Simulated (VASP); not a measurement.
**CdS in VASP 6.6.1, single-point calculation**

INCAR

```
SIGMA = 0.02
NELM = 120
LASPH = .FALSE.
PREC = Single
EDIFF = 1E-7
NBANDS = 16
GGA = PE
LREAL = .FALSE.
LWAVE = .FALSE.
ISMEAR = -1
ENCUT = 520
IBRION = -1
ISIF = 2
LCHARG = .FALSE.
NSW = 0
```

KPOINTS

```
KPOINTS created by Atomic Simulation Environment
0
Gamma
8 8 8
0 0 0
```

POSCAR

```
Cd S
 1.0000000000000000
     0.0000000000000000    2.9686069915000002    2.8940821448000000
     2.9686069915000002    0.0000000000000000    2.8940821448000000
     2.9686069915000002    2.9686069915000002    0.0000000000000000
 Cd  S
   1   1
Cartesian
  0.0000000000000000  0.0000000000000000  0.0000000000000000
  1.4843034957499999  1.4843034957499999  1.4470410724000000
```

The recommended PBE PAW datasets give the neutral cell 18 valence electrons.

Command

```
mpirun -np 1 vasp_std
```

Problem. How does this run end, and what does it give?

Solution. It converged. Results: gap between bands v and c on the k mesh 1.04 eV; least direct gap on the k mesh 1.04 eV; pressure 1.4 GPa. Band v is the last that the valence electrons fill when counted band by band, and c is the next.

OSZICAR

```
N       E                     dE             d eps       ncg     rms          rms(c)
DAV:   1     0.108922434007E+03    0.10892E+03   -0.91082E+03  1920   0.103E+03
DAV:   2    -0.239760338013E+01   -0.11132E+03   -0.10490E+03  2272   0.253E+02
DAV:   3    -0.666325963922E+01   -0.42657E+01   -0.42579E+01  2368   0.514E+01
DAV:   4    -0.668932584649E+01   -0.26066E-01   -0.26064E-01  2432   0.394E+00
DAV:   5    -0.668968289270E+01   -0.35705E-03   -0.35704E-03  2336   0.435E-01    0.764E+00
DAV:   6    -0.615814640476E+01    0.53154E+00   -0.85239E-01  2848   0.114E+01    0.621E+00
DAV:   7    -0.613976720158E+01    0.18379E-01   -0.19136E-01  2352   0.298E+00    0.306E+00
DAV:   8    -0.614000001095E+01   -0.23281E-03   -0.17143E-02  2320   0.164E+00    0.287E-01
DAV:   9    -0.613993114151E+01    0.68869E-04   -0.20095E-03  2352   0.646E-01    0.595E-02
DAV:  10    -0.614006486879E+01   -0.13373E-03   -0.24713E-04  2312   0.154E-01    0.698E-02
DAV:  11    -0.614015054788E+01   -0.85679E-04   -0.13943E-04  2224   0.914E-02    0.248E-02
DAV:  12    -0.614014214080E+01    0.84071E-05   -0.24611E-05  2592   0.623E-02    0.989E-03
DAV:  13    -0.614014332251E+01   -0.11817E-05   -0.36394E-06  2312   0.112E-02    0.839E-03
DAV:  14    -0.614014309329E+01    0.22922E-06   -0.25224E-07  2568   0.305E-03    0.489E-03
DAV:  15    -0.614014307882E+01    0.14470E-07   -0.29504E-08  1536   0.109E-03
   1 F= -.61401431E+01 E0= -.61401431E+01  d E =-.245755E-10
```

For comparison, a separate PBE run of the intended cell, on usual settings and not on those above, gives a gap of 1.04 eV on its mesh and a pressure of 1.4 GPa.
